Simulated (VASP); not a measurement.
# Cr (Im-3m) in VASP: relaxation of cell and atoms with PBE

Aim: the relaxation of cell and atoms of Cr with PBE.

Program: VASP 6.6.1. These are calculated values, not measurements. Logs are shortened: lines on timing, memory, paths and dates and some standing lists are left out, and cuts for length are marked.

**1. The structure**

The structure is cubic, space group Im-3m (No. 229). The conventional cell has a = 2.969 Å, b = 2.969 Å, c = 2.969 Å, α = 90.00°, β = 90.00°, γ = 90.00°. Around Cr (site symmetry m-3m) lie 8 Cr at 2.57 Å.

**2. Relaxation of cell and atoms, PBE, collinear spin, ferromagnetic start**

File INCAR:

```
SYSTEM = Cr
PREC = Accurate
ENCUT = 600
EDIFF = 1E-6
ISMEAR = -1
SIGMA = 0.05
LREAL = .FALSE.
LASPH = .TRUE.
NELM = 100
ALGO = Normal
ISIF = 3
LWAVE = .FALSE.
LCHARG = .FALSE.
ISPIN = 2
MAGMOM = 3
LORBIT = 11
LMAXMIX = 4
GGA = PE
IBRION = 2
NSW = 40
EDIFFG = -0.01
```

File KPOINTS:

```
Automatic mesh
0
G
  10 10 10
  0 0 0
```

File POSCAR:

```
Cr
1.0
   -1.4844496776      1.4844496776      1.4844496776
    1.4844496776     -1.4844496776      1.4844496776
    1.4844496776      1.4844496776     -1.4844496776
Cr
1
Direct
    0.0000000000      0.0000000000      0.0000000000
```

Potentials or basis: VASP PAW PBE potentials, release 64 (Cr_pv).

Command:

```console
$ cat potpaw_PBE.64/Cr_pv/POTCAR > POTCAR
$ mpirun -np 1 vasp_std > vasp.out
```

OUTCAR:

```text
SYSTEM = Cr
   PREC = Accurate
   ENCUT = 600
   EDIFF = 1E-6
   ISMEAR = -1
   LREAL = .FALSE.
   LASPH = .TRUE.
   NELM = 100
   ISIF = 3
   ISPIN = 2
   LORBIT = 11
   GGA = PE
   IBRION = 2
   NSW = 40
   EDIFFG = -0.01

 ion  position               nearest neighbor table
   1  0.000  0.000  0.000-

  LATTYP: Found a body centered cubic cell.
 ALAT       =     2.9688993552

  Lattice vectors:

 A1 = (  -1.4844496776,   1.4844496776,   1.4844496776)
 A2 = (   1.4844496776,  -1.4844496776,   1.4844496776)
 A3 = (   1.4844496776,   1.4844496776,  -1.4844496776)

Analysis of symmetry for initial positions (statically):
=====================================================================
 Subroutine PRICEL returns:
 Original cell was already a primitive cell.

 Routine SETGRP: Setting up the symmetry group for a
 body centered cubic supercell.

 Subroutine GETGRP returns: Found 48 space group operations
 (whereof 48 operations were pure point group operations)
 out of a pool of 48 trial point group operations.

The static configuration has the point symmetry O_h .

Analysis of symmetry for dynamics (positions and initial velocities):
=====================================================================
 Subroutine PRICEL returns:
 Original cell was already a primitive cell.

 Routine SETGRP: Setting up the symmetry group for a
 body centered cubic supercell.

 Subroutine GETGRP returns: Found 48 space group operations
 (whereof 48 operations were pure point group operations)
 out of a pool of 48 trial point group operations.

The dynamic configuration has the point symmetry O_h .

Analysis of structural, dynamic, and magnetic symmetry:
=====================================================================
 Subroutine PRICEL returns:
 Original cell was already a primitive cell.

 Routine SETGRP: Setting up the symmetry group for a
 body centered cubic supercell.

 Subroutine GETGRP returns: Found 48 space group operations
 (whereof 48 operations were pure point group operations)
 out of a pool of 48 trial point group operations.

The overall configuration has the point symmetry O_h .

 Subroutine INISYM returns: Found 48 space group operations
 (whereof 48 operations are pure point group operations),
 and found     1 'primitive' translations

----------------------------------------------------------------------------------------

                                     Primitive cell

  volume of cell :      13.0845

  direct lattice vectors                    reciprocal lattice vectors
    -1.484449678  1.484449678  1.484449678     0.000000000  0.336825160  0.336825160
     1.484449678 -1.484449678  1.484449678     0.336825160  0.000000000  0.336825160
     1.484449678  1.484449678 -1.484449678     0.336825160  0.336825160  0.000000000

  length of vectors
     2.571142263  2.571142263  2.571142263     0.476342709  0.476342709  0.476342709

  position of ions in fractional coordinates (direct lattice)
     0.000000000  0.000000000  0.000000000

  ion indices of the primitive-cell ions
   primitive index   ion index
                 1           1

----------------------------------------------------------------------------------------

 KPOINTS: Automatic mesh

Automatic generation of k-mesh.
 Grid dimensions read from file:
 generate k-points for:   10   10   10

 Generating k-lattice:

  Cartesian coordinates                     Fractional coordinates (reciprocal lattice)
     0.000000000  0.033682516  0.033682516     0.100000000  0.000000000  0.000000000
     0.033682516  0.000000000  0.033682516     0.000000000  0.100000000  0.000000000
     0.033682516  0.033682516  0.000000000     0.000000000  0.000000000  0.100000000

  Length of vectors
     0.047634271  0.047634271  0.047634271

  Shift w.r.t. Gamma in fractional coordinates (k-lattice)
     0.000000000  0.000000000  0.000000000

 Subroutine IBZKPT returns following result:
 ===========================================

 Found     47 irreducible k-points:

 Following reciprocal coordinates:
            Coordinates               Weight
  0.000000  0.000000  0.000000      1.000000
  0.100000  0.000000  0.000000     12.000000
  0.200000  0.000000  0.000000     12.000000
  0.300000  0.000000  0.000000     12.000000
  0.400000  0.000000  0.000000     12.000000
  0.500000  0.000000  0.000000      6.000000
[... 16 lines left out ...]
  0.300000  0.300000  0.100000      8.000000
 -0.300000  0.300000  0.100000     24.000000
 [... further k-points ...]
   k-points           NKPTS =     47   k-points in BZ     NKDIM =     47   number of bands    NBANDS=     12
   number of dos      NEDOS =    301   number of ions     NIONS =      1
   total plane-waves  NPLWV =  13824
   dimension x,y,z NGX =    24 NGY =   24 NGZ =   24
   dimension x,y,z NGXF=    48 NGYF=   48 NGZF=   48
   ions per type =               1
   NGX,Y,Z   is equivalent  to a cutoff of  15.52, 15.52, 15.52 a.u.
   NGXF,Y,Z  is equivalent  to a cutoff of  31.04, 31.04, 31.04 a.u.
 SYSTEM =  Cr
   PREC   = accura    normal or accurate (medium, high low for compatibility)
   ISTART =      0    job   : 0-new  1-cont  2-samecut
   ICHARG =      2    charge: 1-file 2-atom 10-const
   ISPIN  =      2    spin polarized calculation?
   LNONCOLLINEAR =      F non collinear calculations
   LSORBIT =      F    spin-orbit coupling
   LASPH  =      T    aspherical Exc in radial PAW
   ENCUT  =  600.0 eV  44.10 Ry    6.64 a.u.   5.14  5.14  5.14*2*pi/ulx,y,z
   NELM   =    100;   NELMIN=  2; NELMDL= -5     # of ELM steps
   EDIFF  = 0.1E-05   stopping-criterion for ELM
   LREAL  =      F    real-space projection
   EDIFFG = -.1E-01   stopping-criterion for IOM
   NSW    =     40    number of steps for IOM
   IBRION =      2    ionic relax: 0-MD 1-quasi-New 2-CG
   NFREE  =      1    steps in history (QN), initial steepest desc. (CG)
   ISIF   =      3    stress and relaxation
   ISYM   =      2    0-nonsym 1-usesym 2-fastsym
   POTIM  = 0.5000    time-step for ionic-motion
   TEBEG  =    0.0;   TEEND  =   0.0 temperature during run
   PSTRESS=    0.0 pullay stress
   NELECT =      12.0000    total number of electrons
   NUPDOWN=      -1.0000    fix difference up-down
   EMIN   =  10.00;   EMAX   =-10.00  energy-range for DOS
   EFERMI =   0.00;   METHOD = LEGACY
   ISMEAR =    -1;   SIGMA  =   0.05  broadening in eV -4-tet -1-fermi 0-gaus
   EFERMI_NEDOS =   21; number of points for ismear=-14 and -15
   IALGO  =     38    algorithm
   IMIX   =      4    mixing-type and parameters
     AMIX     =   0.40;   BMIX     =  1.00
     AMIX_MAG =   1.60;   BMIX_MAG =  1.00
  volume/ion in A,a.u.               =      13.08        88.30
  Fermi-wavevector in a.u.,A,eV,Ry     =   1.590559  3.005721 34.421077  2.529878
  Thomas-Fermi vector in A             =   2.689235
   LORBIT       =     11    0 simple, 1 ext, 2 COOP (PROOUT), +10 PAW based schemes
   GGA     = PE    functional components
   LHFCALC =     F    Hartree Fock is set to
   AEXX    =    0.0000 exact exchange contribution
   IVDW    =     0    specifies the selected vdW correction
   LEPSILON=     F    determine dielectric tensor
   LRPA    =     F    only Hartree local field effects (RPA)
 conjugate gradient relaxation of ions
 spin polarized calculation
  energy-cutoff  :      600.00
  volume of cell :       13.08
 maximum number of plane-waves:       466
 NGX is ok and might be reduce to    24
   NGX = 11   NGY = 11   NGZ = 11

--------------------------------------- Ionic step        1  -------------------------------------------

 number of electron      11.9999998 magnetization      -0.0000779

 number of electron      11.9999998 magnetization       0.0000174

 Free energy of the ion-electron system (eV)
  ---------------------------------------------------
  ext. energy  EPLUGINS =         0.00000000
  ---------------------------------------------------
  free energy    TOTEN  =        -9.37922997 eV

  energy without entropy =       -9.37099994  energy(sigma->0) =       -9.37511495

 E-fermi :   9.2969     XC(G=0): -12.9696

 val. band max:        9.2766360532   @ k =  -0.2000   0.3000   0.1000
 cond. band min:       9.3381721441   @ k =  -0.3000   0.3000   0.3000
 fundamental gap:      0.0615360909
 Fermi energy:         9.2969072090

 spin component 1

 k-point     1 :       0.0000    0.0000    0.0000
  band No.  band energies     occupation
      1     -33.6227      1.00000
      2     -33.6227      1.00000
      3     -33.6227      1.00000
      4       1.9031      1.00000
      5       8.4944      1.00000
      6       8.4944      1.00000
      7       8.4944      1.00000
      8      10.2384      0.00000
      9      10.2384      0.00000
     10      16.2894      0.00000
     11      30.6129      0.00000
     12      30.6129      0.00000

 k-point     2 :       0.1000    0.0000    0.0000
  band No.  band energies     occupation
      1     -33.6829      1.00000
      2     -33.6418      1.00000
      3     -33.6229      1.00000
      4       2.2926      1.00000
      5       8.3584      1.00000
      6       8.4657      1.00000
      7       8.7414      0.99999
      8      10.1019      0.00000
      9      10.2491      0.00000
     10      16.2893      0.00000
     11      29.4011      0.00000
     12      30.3547      0.00000
[... 892 lines left out ...]
 VOLUME and BASIS-vectors are now :
 -----------------------------------------------------------------------------
  energy-cutoff  :      600.00
  volume of cell :       11.56
      direct lattice vectors                 reciprocal lattice vectors
    -1.424291458  1.424291458  1.424291458     0.000000000  0.351051744  0.351051744
     1.424291458 -1.424291458  1.424291458     0.351051744  0.000000000  0.351051744
     1.424291458  1.424291458 -1.424291458     0.351051744  0.351051744  0.000000000

 POSITION                                       TOTAL-FORCE (eV/Angst)
 -----------------------------------------------------------------------------------
      2.84858      0.00000      0.00000        -0.000000     -0.000000      0.000000
 -----------------------------------------------------------------------------------
    total drift:                                0.000000      0.000000      0.000000

  FREE ENERGIE OF THE ION-ELECTRON SYSTEM (eV)
  ---------------------------------------------------
  free  energy   TOTEN  =        -9.5117421366 eV

  energy  without entropy=       -9.5038125347  energy(sigma->0) =       -9.50777734

--------------------------------------- Ionic step        7  -------------------------------------------

 number of electron      11.9999998 magnetization      -0.0000001

 number of electron      11.9999998 magnetization       0.0000001

 Free energy of the ion-electron system (eV)
  ---------------------------------------------------
  ext. energy  EPLUGINS =         0.00000000
  ---------------------------------------------------
  free energy    TOTEN  =        -9.51175506 eV

  energy without entropy =       -9.50383013  energy(sigma->0) =       -9.50779260

 E-fermi :  11.0126     XC(G=0): -13.6802

 val. band max:       10.9584903685   @ k =   0.1000   0.1000   0.0000
 cond. band min:      11.0258189293   @ k =   0.4000   0.0000   0.0000
 fundamental gap:      0.0673285608
 Fermi energy:        11.0126263821

 spin component 1

 k-point     1 :       0.0000    0.0000    0.0000
  band No.  band energies     occupation
      1     -31.7698      1.00000
      2     -31.7698      1.00000
      3     -31.7698      1.00000
      4       3.1213      1.00000
      5      10.0507      1.00000
      6      10.0507      1.00000
      7      10.0507      1.00000
      8      12.1042      0.00000
      9      12.1042      0.00000
     10      18.0546      0.00000
     11      33.2898      0.00000
     12      33.2898      0.00000

 k-point     2 :       0.1000    0.0000    0.0000
  band No.  band energies     occupation
      1     -31.8610      1.00000
      2     -31.7978      1.00000
      3     -31.7703      1.00000
      4       3.5548      1.00000
      5       9.8855      1.00000
      6      10.0145      1.00000
      7      10.3447      1.00000
      8      11.9350      0.00000
      9      12.1170      0.00000
     10      18.0545      0.00000
     11      32.2799      0.00000
     12      33.1045      0.00000
[... 707 lines left out ...]
 VOLUME and BASIS-vectors are now :
 -----------------------------------------------------------------------------
  energy-cutoff  :      600.00
  volume of cell :       11.54
      direct lattice vectors                 reciprocal lattice vectors
    -1.423747587  1.423747587  1.423747587     0.000000000  0.351185845  0.351185845
     1.423747587 -1.423747587  1.423747587     0.351185845  0.000000000  0.351185845
     1.423747587  1.423747587 -1.423747587     0.351185845  0.351185845  0.000000000

 POSITION                                       TOTAL-FORCE (eV/Angst)
 -----------------------------------------------------------------------------------
      0.00000      0.00000      0.00000         0.000000     -0.000000      0.000000
 -----------------------------------------------------------------------------------
    total drift:                               -0.000000      0.000000      0.000000

  FREE ENERGIE OF THE ION-ELECTRON SYSTEM (eV)
  ---------------------------------------------------
  free  energy   TOTEN  =        -9.5117550620 eV

  energy  without entropy=       -9.5038301287  energy(sigma->0) =       -9.50779260

 reached required accuracy - stopping structural energy minimisation

 total charge

# of ion       s       p       d       tot
------------------------------------------
    1        0.440   6.412   4.205  11.057

 magnetization (x)

# of ion       s       p       d       tot
------------------------------------------
    1       -0.000   0.000  -0.000  -0.000
```

It took 73 s on 1 thread of Intel Xeon Platinum 8175M at 2.50GHz (Skylake/Cascade Lake), shared host; peak memory 0.17 GiB.

What came out:

```yaml
Free_energy: -9.5118 eV
Relaxed_volume: 11.54 Å³/atom
Relaxed_cell: a = 2.466 Å, b = 2.466 Å, c = 2.466 Å, α = 109.47°, β = 109.47°, γ = 109.47°
Space_group_after_relaxing_to_0.05_Å: Im-3m (No. 229)
Energy_gained_by_relaxing: 132.5 meV/atom
Ionic_steps: 7
Pressure_after_relaxing: 0.0 GPa
Band_gap_on_the_k_mesh: none (metal or under the smearing width)
Net_moment: 0.00 μB per cell
Valence_electrons_inside_the_program's_atomic_spheres: Cr 11.06
```

The path:
| step | energy change (eV) | largest force (eV/Å) | pressure (GPa) | volume (Å³) |
| --- | --- | --- | --- | --- |
| 1 | 0.0000 | 0.0000 | -24.65 | 13.08 |
| 2 | 0.2179 | 0.0000 | 68.27 | 9.63 |
| 3 | -0.1321 | 0.0000 | -1.64 | 11.62 |
| 4 | -0.1325 | 0.0000 | -0.37 | 11.56 |
| 5 | -0.1325 | 0.0000 | 0.23 | 11.53 |
| 6 | -0.1325 | 0.0000 | -0.26 | 11.56 |
| 7 | -0.1325 | 0.0000 | -0.01 | 11.54 |

Final structure:
```
Cr
1.0
    -1.42375    1.42375    1.42375
     1.42375   -1.42375    1.42375
     1.42375    1.42375   -1.42375
Cr
1
Direct
  0.00000 0.00000 0.00000
```

Levels at points of the mesh, in eV from the Fermi level:
Spin up:
```
           k point  band 2  band 3  band 4  band 5  band 6  band 7  band 8  band 9  band 10  band 11
(0.00, 0.00, 0.00)  -42.78  -42.78   -7.89   -0.96   -0.96   -0.96    1.09    1.09     7.04    22.28
(0.50, 0.00, 0.00)  -43.07  -42.79   -4.47   -2.51    1.08    1.09    1.43    2.78     7.04     9.88
(0.50, 0.50, 0.50)  -43.41  -43.41   -4.36   -4.36    2.39    2.39    2.39    7.04    10.58    10.58
```
Spin down:
| k point | band 4 | band 5 | band 6 | band 7 | band 8 | band 9 |
| --- | --- | --- | --- | --- | --- | --- |
| (0.00, 0.00, 0.00) | -7.89 | -0.96 | -0.96 | -0.96 | 1.09 | 1.09 |
| (0.50, 0.00, 0.00) | -4.47 | -2.51 | 1.08 | 1.09 | 1.43 | 2.78 |
| (0.50, 0.50, 0.50) | -4.36 | -4.36 | 2.39 | 2.39 | 2.39 | 7.04 |

Caveat: the starting moments collapsed, and a magnetic state may lie lower.
